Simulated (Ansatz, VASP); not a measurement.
# CdSe in two plane-wave programs

Aim: how closely do two programs agree when they are given the same cell, functional and k mesh?

Program: Ansatz 0.2.0. Level of theory: plane waves, with VASP 6.6.1 beside it; single point at PBEsol and single point at LDA. Results are calculated unless marked as measured.

### Step 1. The structure

It takes space group F-43m (No. 216, cubic). The conventional cell has a = 6.141 Å, b = 6.141 Å, c = 6.141 Å, α = 90.00°, β = 90.00°, γ = 90.00°. Cd has 4 Se at 2.66 Å nearest. Nearest to Se lie 4 Cd at 2.66 Å. Farther neighbours and most contacts between anions are not listed.

As a file:

```cif
data_structure
_symmetry_space_group_name_H-M 'P 1'
_symmetry_Int_Tables_number 1
_cell_length_a 4.3420
_cell_length_b 4.3420
_cell_length_c 4.3420
_cell_angle_alpha 60.000
_cell_angle_beta 60.000
_cell_angle_gamma 60.000
_cell_volume 57.88
loop_
_atom_site_label
_atom_site_type_symbol
_atom_site_fract_x
_atom_site_fract_y
_atom_site_fract_z
_atom_site_occupancy
Cd1 Cd 0.00000 0.00000 0.00000 1
Se2 Se 0.25000 0.25000 0.25000 1
```

### Step 2. VASP: single point, PBEsol

A single point gives forces, pressure and levels at one fixed geometry, so differences don't come from the geometry; what else differs is listed under the comparison.

Lines of VASP's logs that name or quote its potential files are left out, and so is its time.

The input, INCAR:

```
SYSTEM = CdSe
PREC = Accurate
ENCUT = 400
EDIFF = 1E-05
NELM = 100
ISMEAR = 0
SIGMA = 0.05
LREAL = .FALSE.
ALGO = Normal
GGA = PS
NBANDS = 15
LORBIT = 11
LWAVE = .FALSE.
LCHARG = .FALSE.
KPAR = 4
```

The input, POSCAR:

```
CdSe
1.0
    0.0000000000      3.0702711986      3.0702711986
    3.0702711986      0.0000000000      3.0702711986
    3.0702711986      3.0702711986      0.0000000000
Cd Se
1 1
Direct
    0.0000000000      0.0000000000      0.0000000000
    0.2500000000      0.2500000000      0.2500000000
```

The input, KPOINTS:

```
Automatic mesh
0
Gamma
6 6 6
0 0 0
```

PAW data sets: Cd and Se (PBE family, release 64).

The run is started by

```sh
mpirun -np 4 vasp_std
```

Numbers of over 12 decimals in the logs are rounded to 6 here.

The log of the run:

```text
[banner, memory and clock lines left out]
running    4 mpi-ranks, on    1 nodes
 distrk:  each k-point on    1 cores,    4 groups
 distr:  one band on    1 cores,    1 groups

 POSCAR found type information on POSCAR CdSe
 POSCAR found :  2 types and       2 ions
|                                                                             |
|               ----> ADVICE to this user running VASP <----                  |
|                                                                             |
|     You enforced a specific xc type in the INCAR file but a different       |
|     [... a line on the potential file left out ...]
|     I HOPE YOU KNOW WHAT YOU ARE DOING!                                     |
|                                                                             |

 LDA part: xc-table for (Slater+PW92), standard interpolation
 POSCAR, INCAR and KPOINTS ok, starting setup
 FFT: planning ... GRIDC
 FFT: planning ... GRID_SOFT
 FFT: planning ... GRID
 WAVECAR not read
 entering main loop
       N       E                     dE             d eps       ncg     rms          rms(c)
DAV:   1     0.912482268699E+02    0.91248E+02   -0.76438E+03   480   0.877E+02
DAV:   2    -0.328900981572E+01   -0.94537E+02   -0.91076E+02   578   0.240E+02
DAV:   3    -0.653952321553E+01   -0.32505E+01   -0.32458E+01   564   0.471E+01
DAV:   4    -0.655193767591E+01   -0.12414E-01   -0.12414E-01   599   0.280E+00
DAV:   5    -0.655201827289E+01   -0.80597E-04   -0.80597E-04   599   0.197E-01    0.563E+00
DAV:   6    -0.619062784797E+01    0.36139E+00   -0.60424E-01   676   0.102E+01    0.458E+00
DAV:   7    -0.616758417946E+01    0.23044E-01   -0.13049E-01   508   0.257E+00    0.210E+00
DAV:   8    -0.616619191750E+01    0.13923E-02   -0.12841E-02   578   0.146E+00    0.215E-01
DAV:   9    -0.616609506452E+01    0.96853E-04   -0.14806E-03   536   0.527E-01    0.435E-02
DAV:  10    -0.616611723051E+01   -0.22166E-04   -0.16161E-04   557   0.173E-01    0.389E-02
DAV:  11    -0.616614357710E+01   -0.26347E-04   -0.47645E-05   501   0.513E-02    0.168E-02
DAV:  12    -0.616614295149E+01    0.62561E-06   -0.19886E-06   429   0.193E-02
   1 F= -.61661430E+01 E0= -.61661430E+01  d E =-.864163E-11
```

From OUTCAR (step 2):

```text
ion  position               nearest neighbor table
   1  0.000  0.000  0.000-   2 2.66   2 2.66   2 2.66   2 2.66
   2  0.250  0.250  0.250-   1 2.66   1 2.66   1 2.66   1 2.66

  LATTYP: Found a face centered cubic cell.
 ALAT       =     6.1405423972

 Subroutine GETGRP returns: Found 24 space group operations
 (whereof 24 operations were pure point group operations)

The static configuration has the point symmetry T_d .

 Found     16 irreducible k-points:

   k-points           NKPTS =     16   k-points in BZ     NKDIM =     16   number of bands    NBANDS=     15

   dimension x,y,z NGX =    28 NGY =   28 NGZ =   28
   dimension x,y,z NGXF=    56 NGYF=   56 NGZF=   56

   ENCUT  =  400.0 eV  29.40 Ry    5.42 a.u.   7.08  7.08  7.08*2*pi/ulx,y,z

   NELECT =      18.0000    total number of electrons

 k-points in reciprocal lattice and weights: Automatic mesh
   0.00000000  0.00000000  0.00000000       0.005
   0.16666667  0.00000000  0.00000000       0.037
   0.33333333  0.00000000  0.00000000       0.037
   0.50000000  0.00000000  0.00000000       0.019
   0.16666667  0.16666667  0.00000000       0.028
   0.33333333  0.16666667  0.00000000       0.111
   0.50000000  0.16666667  0.00000000       0.111
  -0.33333333  0.16666667  0.00000000       0.111
  -0.16666667  0.16666667  0.00000000       0.056
[...]
-0.33333333  0.33333333  0.16666667       0.111
  -0.33333333  0.50000000  0.16666667       0.056

 average (electrostatic) potential at core
       1 -40.0529       2 -56.5908

 E-fermi :   0.8104

 k-point     1 :       0.0000    0.0000    0.0000
  band No.  band energies     occupation
    ...
      5      -6.8761      2.00000
      6      -6.8761      2.00000
      7       0.5938      2.00000
      8       0.5938      2.00000
      9       0.5938      2.00000
     10       1.0161      0.00000
     11       6.4434      0.00000
     12       6.4434      0.00000
     13       6.4434      0.00000
     14      10.0714      0.00000
    ...

 k-point     2 :       0.1667    0.0000    0.0000
  band No.  band energies     occupation
    ...
      5      -6.8767      2.00000
      6      -6.8767      2.00000
      7      -1.1200      2.00000
      8       0.3921      2.00000
      9       0.3921      2.00000
     10       2.3580      0.00000
     11       6.1769      0.00000
     12       6.7584      0.00000
     13       6.7584      0.00000
     14      10.6051      0.00000
    ...

 k-point     3 :       0.3333    0.0000    0.0000
  band No.  band energies     occupation
    ...
      5      -6.8671      2.00000
      6      -6.8606      2.00000
      7      -2.8671      2.00000
      8       0.0356      2.00000
      9       0.0356      2.00000
     10       2.8555      0.00000
     11       6.9789      0.00000
     12       7.0022      0.00000
     13       7.0022      0.00000
     14      10.2171      0.00000
    ...

  Total       -0.5281643     -0.5281643     -0.5281643      0.0000000      0.0000000      0.0000000
  in kB      -14.6190578    -14.6190578    -14.6190578      0.0000000      0.0000000      0.0000000
  external PRESSURE =     -14.6190578 kB  Pullay stress =       0.0000000 kB

  energy-cutoff  :      400.00
  volume of cell :       57.88
      direct lattice vectors                 reciprocal lattice vectors
     0.000000000  3.070271199  3.070271199    -0.162852063  0.162852063  0.162852063
     3.070271199  0.000000000  3.070271199     0.162852063 -0.162852063  0.162852063
     3.070271199  3.070271199  0.000000000     0.162852063  0.162852063 -0.162852063

 POSITION                                       TOTAL-FORCE (eV/Angst)
 -----------------------------------------------------------------------------------
      0.00000      0.00000      0.00000        -0.000000     -0.000000     -0.000000
      1.53514      1.53514      1.53514         0.000000      0.000000      0.000000
 -----------------------------------------------------------------------------------
    total drift:                               -0.000001     -0.000001     -0.000001

  FREE ENERGIE OF THE ION-ELECTRON SYSTEM (eV)
  ---------------------------------------------------
  free  energy   TOTEN  =        -6.1661429515 eV

  energy  without entropy=       -6.1661429515  energy(sigma->0) =       -6.16614295

 total charge
# of ion       s       p       d       tot
------------------------------------------
    1        0.444   0.302   9.546  10.292
    2        1.446   2.364   0.021   3.831
--------------------------------------------------
tot          1.890   2.666   9.567  14.123

[... 3 further parts left out ...]
```

The run ends at a pressure of -1.46 GPa.

### Step 3. Ansatz: single point, PBEsol

Ansatz runs on its default PAW (the set named soft_2) files.

The same cell, functional, mesh and smearing now go to Ansatz, which takes its cutoff from its data sets.

The input, input.yaml:

```yaml
crystal:
  lattice:
    - [0.0, 3.0702711986, 3.0702711986]
    - [3.0702711986, 0.0, 3.0702711986]
    - [3.0702711986, 3.0702711986, 0.0]
  atoms:
    - { symbol: Cd, position: [0.0, 0.0, 0.0] }
    - { symbol: Se, position: [0.25, 0.25, 0.25] }
hamiltonian:
  xc: pbesol
  pseudopotentials: { kind: paw }
kpoints:
  mp_grid: { grid: [6, 6, 6] }
scf:
  occupations: { method: gaussian, width: 0.05 }
  n_extra_bands: 4
output:
  forces: true
  stress: true
  eigenvalues: true
```

The run is started by

```sh
ansatz run input.yaml --threads 2 --pin off --max-ram 4608MiB --backend cpu --events-out ev --progress --plain --runs-dir out
```

The log of the run:

```text
scf.n_extra_bands = 4 over 18 filled bands (N_el = 36.0): the run solves 22 bands
Engine: ansatz 0.2.0, aarch64-unknown-linux-gnu
Pseudopotentials: kind: paw
Pseudopotential: Cd, paw, valence charge 20, recommended cutoff 420 eV (normal), Cd.paw.azcp
Pseudopotential: Se, paw, valence charge 16, recommended cutoff 420 eV (normal), Se.paw.azcp
Functional definition: PBEsol
  exchange = pbesol_x
  correlation = pbesol_c
Crystal: 2 atoms, lattice volume = 57.884 Å³
Basis set: ecut = 420 eV, 1139 PW (Γ), exchange–correlation on 60×60×60 points (8 copies of the dense FFT grid, shifted against one another)
Bands: 22, of which v1, the nominal top of the filled ones, is band 18 counted from 1 (17 counted from 0)
Symmetry: 24 space group operations
Space group: F-43m (ITA 216), of the structure as read, at distance tolerance 3.9e-5 Å
k-points: 16 of 216 (time reversal used)
Non-local potential: Cd, projectors of the file, l = 0: 3, l = 1: 2, l = 2: 2, l = 3: 1
Non-local potential: Se, projectors of the file, l = 0: 2, l = 1: 2, l = 2: 3, l = 3: 1
PAW form: soft (Blöchl's): semilocal exchange-correlation on the pseudo side does not see the compensation charge
PAW frozen core: Cd, regenerated for the run's functional, and the local potential with it (the file was generated under x = pbe(κ = 0.804, μ = 0.219515), c = pbe(β = 0.066725))
PAW frozen core: Se, regenerated for the run's functional, and the local potential with it (the file was generated under x = pbe(κ = 0.804, μ = 0.219515), c = pbe(β = 0.066725))
PAW one-centre angular grid: Cd, 590 points (default); XC on 64 Gauss nodes
PAW one-centre angular grid: Se, 590 points (default); XC on 64 Gauss nodes
Initial density: superposition of atomic densities (neutral atoms: chi_scale 0, normalization atom), corrected by the library's trained network
Initial wavefunctions: pseudopotential atomic-orbital guess
Functional: x = pbesol(κ = 0.804, μ = 0.123457), c = pbesol(β = 0.046)
SCF iter   1: F=—  HF=-13609.400809 eV  |F-HF|=—  |Δ(HF+E_count)|=         —  Δρ=4.23e-3  dr2=1.28e-2  ethr=1.77e-3  ⟨swp⟩=5.9  Hψ=1502  notcnv=0
preconditioner: auto → none  [insulator: Δε(μ)=0.380 eV  Ē_g=11.889 eV  σ=0.050 eV  W_gap=1.00  n_scr=14 (ndim 8)  ℏωp=20.7 eV  f_vac=0.215  D(μ)=0.00/eV (n_scr^D=0)  ε∞_Penn≈4.0]
SCF iter   2: F=—  HF=-13609.397301 eV  |F-HF|=—  |Δ(HF+E_count)|=   3.51e-3  Δρ=1.04e-3  dr2=2.66e-4  ethr=3.55e-5  ⟨swp⟩=2.0  Hψ=688  notcnv=0
SCF iter   3: F=—  HF=-13609.397321 eV  |F-HF|=—  |Δ(HF+E_count)|=   2.00e-5  Δρ=4.69e-4  dr2=7.28e-5  ethr=7.39e-7  ⟨swp⟩=2.0  Hψ=575  notcnv=0
SCF iter   4: F=—  HF=-13609.397354 eV  |F-HF|=—  |Δ(HF+E_count)|=   3.32e-5  Δρ=1.89e-4  dr2=1.51e-5  ethr=2.02e-7  ⟨swp⟩=1.9  Hψ=380  notcnv=0
SCF iter   5: F=—  HF=-13609.397359 eV  |F-HF|=—  |Δ(HF+E_count)|=   5.35e-6  Δρ=3.84e-5  dr2=6.05e-7  ethr=4.20e-8  ⟨swp⟩=2.8  Hψ=558  notcnv=0
SCF iter   6: F=-13609.397360 eV  HF=-13609.397360 eV  |F-HF|=2.74e-9  |Δ(HF+E_count)|=   3.44e-7  Δρ=4.36e-6  dr2=9.15e-9  ethr=2.78e-10  ⟨swp⟩=5.1  Hψ=1496  notcnv=0
SCF 1 converged in 6 iterations: F = -13609.397360 eV  dr2 = 9.15e-9
  greatest PAW one-centre occupation: 1.000 electrons in one spin orbital (limit 2), on the Cd atom at site 0 (counted from 0), in its partial waves of l = 0
SCF converged after 6 iterations
Free energy (F): -13609.397360 eV
Harris-Foulkes:  -13609.397360 eV  (|F-HF|=2.74e-9)
Internal energy: -13609.397360 eV  (E = F + TS)
E sigma→0 (E₀):  -13609.397360 eV
Fermi energy:    7.156456 eV
--- Per-component energies (eV) ---
  E_band       = -906.791467
  E_kinetic    = 622.888611
  E_local      = -6445.325218  (includes V_loc(G=0)·N_el)
  E_nonlocal   = -555.949194
  E_hartree    = 3056.074090
  E_xc         = -278.150784
  E_vxc        = -318.291370  (∫ρ·V_xc dr)
  E_paw        = -5881.998305  (= ΣΔE_a)
  E_vpaw       = -322.266539  (= ΣTr[D̂ρ^β])
  E_aug_tail   = -0.000616  (compensation charges beyond the density's cutoff)
  E_ewald      = -4128.286353
  E_core_change = 1.350410  (= ΣΔE_core)
  E_smearing   = -0.000000  (= −TS)
  E_closure    = -0.000000  (closes the sum)
  Σ components = -13609.397360   (vs F -13609.397360, Δ=0.00e0)
--- Forces (eV/Å), atoms counted from 1 ---
  atom   1  Cd     0.00000000    -0.00000000     0.00000000
  atom   2  Se    -0.00000000     0.00000000     0.00000000
  max |Σ_I F_I| component: 7.86e-17 eV/Å
--- Stress (GPa, compression-positive) ---
       -1.394721       0.000000      -0.000000
       -0.000000      -1.394721       0.000000
       -0.000000       0.000000      -1.394721
  P = ⅓ Tr σ = -1.3947 GPa (-13.947 kbar)
--- Band table (eV; the first three rows and the last of 16) ---
  k-point 0: bands = [... 14 lower, -0.5252, 6.9418, 6.9418, 6.9418, 7.3648, 12.8051, 12.8051, 12.8051]
  k-point 1: bands = [... 14 lower, -0.5260, 5.2338, 6.7409, 6.7409, 8.7044, 12.5265, 13.1188, 13.1188]
  k-point 2: bands = [... 14 lower, -0.5099, 3.4903, 6.3855, 6.3855, 9.2077, 13.3115, 13.3640, 13.3640]
  k-point 15: bands = [... 14 lower, -0.1052, 3.0188, 4.8780, 4.8971, 11.2078, 11.4333, 14.3388, 14.8085]
```

Elapsed: 1.9 s, on 2 threads of Arm Neoverse N1, shared host; peak memory 0.31 GiB.

The run ends at a pressure of -1.39 GPa.

### Step 4. Differences

Known differences besides the potentials themselves: the data sets hold 36 valence electrons in Ansatz (default PAW (the set named soft_2) files) and 18 in VASP; the cutoff is 420 eV in Ansatz and 400 eV in VASP; Ansatz makes its cores anew for this functional, VASP keeps those of its PBE data sets; VASP leaves aspherical gradient terms in its spheres out (LASPH is not set), Ansatz keeps them. Total energies have different zeros and are not compared.

The two programs side by side:

```tsv
quantity	Ansatz	VASP	difference
pressure (GPa)	-1.39	-1.46	+0.07
gap on the k mesh (eV)	0.423	0.422	+0.001
```

A gap on the mesh is an upper bound, since the band edges may lie between its points. Ansatz's pressure holds a Pulay correction of 0.02 GPa; VASP's holds none.

### Step 5. What the set-up changes

Further runs change the set-up of one program: Ansatz's method, potentials or start, or VASP's data sets, cutoff or form of LDA. The table gives Ansatz less VASP for each quantity, since a change that brings one quantity closer may part another.

```tsv
run	pressure (GPa)	gap on the k mesh (eV)
as above	0.067	7.1e-4
Ansatz's all-electron LAPW method	0.081	0.0012
```

### Step 6. VASP: single point, LDA, volume scaled by 1.015

A single point gives forces, pressure and levels at one fixed geometry, so differences don't come from the geometry; what else differs is listed under the comparison. The cell compared in this pair holds 55.49 Å³, against 57.88 Å³ for the pair before.

The input asks for a relaxation, which ended at its first step since no free force or stress exceeded the threshold; so it serves as a single point.

The input, INCAR:

```
SYSTEM = CdSe
PREC = Accurate
ENCUT = 500
EDIFF = 1E-06
NELM = 100
ISMEAR = 0
SIGMA = 0.03
LREAL = .FALSE.
ALGO = Normal
GGA = CA
NBANDS = 15
LORBIT = 11
LWAVE = .FALSE.
LCHARG = .FALSE.
KPAR = 4
IBRION = 2
NSW = 30
ISIF = 4
EDIFFG = -0.01
```

The input, POSCAR:

```
CdSe
1.0
    0.0000000000      3.0273879071      3.0273879071
    3.0273879071      0.0000000000      3.0273879071
    3.0273879071      3.0273879071      0.0000000000
Cd Se
1 1
Direct
    0.0000000000      0.0000000000      0.0000000000
    0.2500000000      0.2500000000      0.2500000000
```

KPOINTS is that of step 2.

The projector-augmented-wave data sets are Cd and Se (LDA family, release 64).

The run is started by

```sh
mpirun -np 4 vasp_std
```

The log of the run:

```text
[banner, memory and clock lines left out]
running    4 mpi-ranks, on    1 nodes
[...]
LDA part: xc-table for (Slater(with rela. corr.)+CA(PZ))
 , standard interpolation
 POSCAR, INCAR and KPOINTS ok, starting setup
[...]
entering main loop
       N       E                     dE             d eps       ncg     rms          rms(c)
DAV:   1     0.989581007956E+02    0.98958E+02   -0.84615E+03   496   0.102E+03
DAV:   2    -0.331321233210E+01   -0.10227E+03   -0.97103E+02   564   0.254E+02
DAV:   3    -0.711268706178E+01   -0.37995E+01   -0.37917E+01   543   0.501E+01
DAV:   4    -0.712887476924E+01   -0.16188E-01   -0.16187E-01   655   0.336E+00
[...]
DAV:  10    -0.675489406028E+01    0.17608E-04   -0.14011E-04   578   0.172E-01    0.341E-02
DAV:  11    -0.675489889736E+01   -0.48371E-05   -0.17932E-05   550   0.375E-02    0.125E-02
DAV:  12    -0.675489843632E+01    0.46104E-06   -0.18206E-06   430   0.204E-02
   1 F= -.67548984E+01 E0= -.67548984E+01  d E =-.675490E+01
[...]
reached required accuracy - stopping structural energy minimisation
```

Parts of OUTCAR (step 6):

```text
  Total       -0.2867104     -0.2867104     -0.2867104      0.0000000      0.0000000      0.0000000
  in kB       -8.2778924     -8.2778924     -8.2778924      0.0000000      0.0000000      0.0000000
  external PRESSURE =      -8.2778924 kB  Pullay stress =       0.0000000 kB

 POSITION                                       TOTAL-FORCE (eV/Angst)
 -----------------------------------------------------------------------------------
      0.00000      0.00000      0.00000        -0.000000     -0.000000     -0.000000
      1.51369      1.51369      1.51369         0.000000      0.000000      0.000000
 -----------------------------------------------------------------------------------
    total drift:                                0.000000      0.000000     -0.000000

  FREE ENERGIE OF THE ION-ELECTRON SYSTEM (eV)
  ---------------------------------------------------
  free  energy   TOTEN  =        -6.7548984363 eV

  energy  without entropy=       -6.7548984363  energy(sigma->0) =       -6.75489844

 reached required accuracy - stopping structural energy minimisation

[... 1 part as in an earlier step ...]

[... 2 further parts left out ...]
[key lines of the parts left out:]
E-fermi :   1.1265
```

The run keeps the 24 symmetry operations of its start, so it cannot find a distortion of lower symmetry.

### Step 7. Ansatz: single point, LDA, volume scaled by 1.015

The same cell, functional (in two slightly different forms), mesh and smearing now go to Ansatz, which takes its cutoff from its data sets.

The cell is a member of a volume series, scaled by 1.015 from a relaxed one, so a pressure remains.

input.yaml, the sections that differ from step 3:

```yaml
crystal:
  lattice:
    - [0.0, 3.02738791, 3.02738791]
    - [3.02738791, 0.0, 3.02738791]
    - [3.02738791, 3.02738791, 0.0]
  atoms:
    - { symbol: Cd, position: [0.0, 0.0, 0.0] }
    - { symbol: Se, position: [0.25, 0.25, 0.25] }
hamiltonian:
  xc: lda
  pseudopotentials: { kind: paw }
scf:
  occupations: { method: gaussian, width: 0.03 }
  n_extra_bands: 4
# kpoints, output: as in step 3
```

The run is started by

```sh
ansatz run input.yaml --threads 2 --pin off --max-ram 4608MiB --backend cpu --events-out ev --progress --plain --runs-dir out
```

The log of the run:

```text
[...]
Crystal: 2 atoms, lattice volume = 55.492 Å³
Basis set: ecut = 420 eV, 1067 PW (Γ)
Bands: 22, of which v1, the nominal top of the filled ones, is band 18 counted from 1 (17 counted from 0)
Symmetry: 24 space group operations
[...]
k-points: 16 of 216 (time reversal used)
[...]
--- Band table (eV; the first three rows and the last of 16) ---
  k-point 0: bands = [... 14 lower, -0.2303, 7.3582, 7.3582, 7.3582, 7.7130, 13.1656, 13.1656, 13.1656]
  k-point 1: bands = [... 14 lower, -0.2315, 5.5514, 7.1385, 7.1385, 9.0964, 12.9034, 13.4968, 13.4968]
  k-point 2: bands = [... 14 lower, -0.2203, 3.7019, 6.7520, 6.7520, 9.5703, 13.7508, 13.7522, 13.7522]
  k-point 15: bands = [... 14 lower, 0.2356, 3.1951, 5.1306, 5.1332, 11.5418, 11.8906, 14.7894, 15.2319]
[key lines of the parts left out:]
SCF converged after 6 iterations
Free energy (F): -13502.226421 eV
Fermi energy:    7.537001 eV
P = ⅓ Tr σ = -1.2740 GPa (-12.740 kbar)
```

It took 1.8 s on 2 threads; peak memory 0.3 GiB.

The run ends at a pressure of -1.27 GPa.

### Step 8. Differences

What differs besides the data sets and the points named for the pairs above, as far as they apply: the two LDA forms differ slightly; the cutoff is 420 eV in Ansatz and 500 eV in VASP; VASP's log shows a relativistic correction to its local exchange, Ansatz's none. Total energies have different zeros and are not compared.

Compared:

```tsv
quantity	Ansatz	VASP	difference
pressure (GPa)	-1.27	-0.83	-0.45
gap on the k mesh (eV)	0.355	0.388	-0.033
```

A gap on the mesh is an upper bound, since the band edges may lie between its points.

(Part 1 of 2 ends here.)

[Lines on the potential files, build, host, timing and source positions are cut from VASP's logs without a mark.]

[Logs are printed without paths, hosts, clocks, repeated set-up lines and the standing remarks that a program may print on its own settings, such as how far it seeks lower states.]

[Hosts, paths, dates, database ids (printed as entryN), source tags and the programs' standing remarks are cut or masked in the printed files.]
